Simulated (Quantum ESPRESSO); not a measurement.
MoS2 under changes of volume

One of the cells (50.735 Å³/atom); the others are scaled copies at fixed shape and fractional positions:

```xyz
3
Lattice="3.1841 0.0000 0.0000 -1.5921 2.7575 0.0000 0.0000 0.0000 17.3346" Properties=species:S:1:pos:R:3 pbc="T T T"
Mo    0.0000    0.0000    0.0000
S     0.0000    1.8384   15.7833
S     0.0000    1.8384    1.5513
```

| Property | Result |
| --- | --- |
| Program | Quantum ESPRESSO 7.5 |
| Functional | LDA |
| Potentials or basis | GBRV 1.5 LDA |
| Cutoff | 612 eV |
| Density cutoff | 4898 eV |
| k mesh | 10 × 10 × 2 |
| Occupations | fermi-dirac, width 0.05 eV |
| Spin | no spin polarisation |

```csv
volume (Å³/atom),energy over the lowest point (meV/atom),gap on the mesh (eV)
47.690,4.74,1.90
48.705,0.00,1.84
49.720,2.88,1.79
50.735,12.61,1.73
51.749,?,?
52.764,49.72,1.63
53.779,75.90,1.58
```

Problem. What does the run at 51.749 Å³/atom give?

Solution. Energy over the lowest point 28.44 meV/atom; gap on the mesh 1.68 eV.

Worked out: A Birch-Murnaghan fit of order 3 (a polynomial in V^(-2/3)) to the other rows has its minimum at 48.81 Å³/atom with B0 = V·E''(V) = 57 GPa and B' = 4.4 at fixed shape and positions, which overstates the stiffness. It gives 28.42 meV/atom at 51.749 Å³/atom, against the run's 28.44. A straight line through the other rows of the gap, of slope -2.66 eV per unit of ln V, gives 1.68 eV, against the run's 1.68.

Energies are extrapolated to zero smearing.

A mesh can miss the band edges. Spin-orbit coupling on Mo is left out.
